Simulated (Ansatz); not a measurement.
A series in volume scale on NbC

Results calculated with Ansatz 0.2.0, not measured. Periodic Kohn-Sham DFT of a crystal at fixed atoms, scaled to volume_scale times the given cell; pressure positive in compression, energy less spherical unpolarised free atoms, largest_vzz the field gradient of largest size among the nuclei.

The cell before it is scaled or strained (space group Fm-3m, No. 225):
```
CELL_PARAMETERS angstrom
0.00000 2.20000 2.20000
2.20000 0.00000 2.20000
2.20000 2.20000 0.00000
ATOMIC_POSITIONS crystal
Nb 0.00000 0.00000 0.00000
C 0.50000 0.50000 0.50000
```

Settings of every row: method frozen-core PAW; functional PBE; relativity scalar; k mesh 14x14x14; filling fermi-dirac; smearing width 0.05 eV; wave cutoff 420 eV; paw set soft_2.

Atom start moment: 0 on all atoms.

| row | volume scale | V (Å³/atom) | pressure (GPa) |
| --- | --- | --- | --- |
| 1 | 0.9405 | 10.014 | ? |
| 2 | 0.97 | 10.329 | 31.758 |
| 3 | 1 | 10.648 | 19.477 |
| 4 | 1.03 | 10.967 | 8.89 |
| 5 | 1.06 | 11.287 | -0.239 |

Question: what pressure should row 1 give?

Worked fit of pressure. Take u = (V_r/V)^(2/3) − 1 with V_r = 10.808 Å³ an atom, which is twice the finite (Eulerian) strain; such expansions in the strain, on which the Birch-Murnaghan equation of state is built, carry the rest volume and the bulk modulus. The shown rows have u = 0.03068, 0.00999, -0.00969, -0.0285. Least squares give pressure = 13.9699 + 537.666 × u + 1372.79 × u² GPa; a straight line predicts inner rows, each left out in turn, worse (root mean square 0.76 against 0.0026 GPa). The rows lie off it by 0.000, -0.001, 0.001, 0.000. The pressure vanishes at u = -0.0280, or V = 11.28 Å³ an atom, and there the bulk modulus at fixed shape and fractions is B = −V dP/dV = (2/3)(1 + u) dP/du = 299 GPa. The withheld row has u = 0.05218, so the fit gives 13.9699 + 537.666 × (0.05218) + 1372.79 × (0.05218)² = 45.763 GPa.

The calculation gave 45.76 GPa. The fit lies 0.003 GPa (0.0065 % of the column's range) above it; its largest miss of a shown row is 0.001 GPa. This row lies beyond the range of the fit.
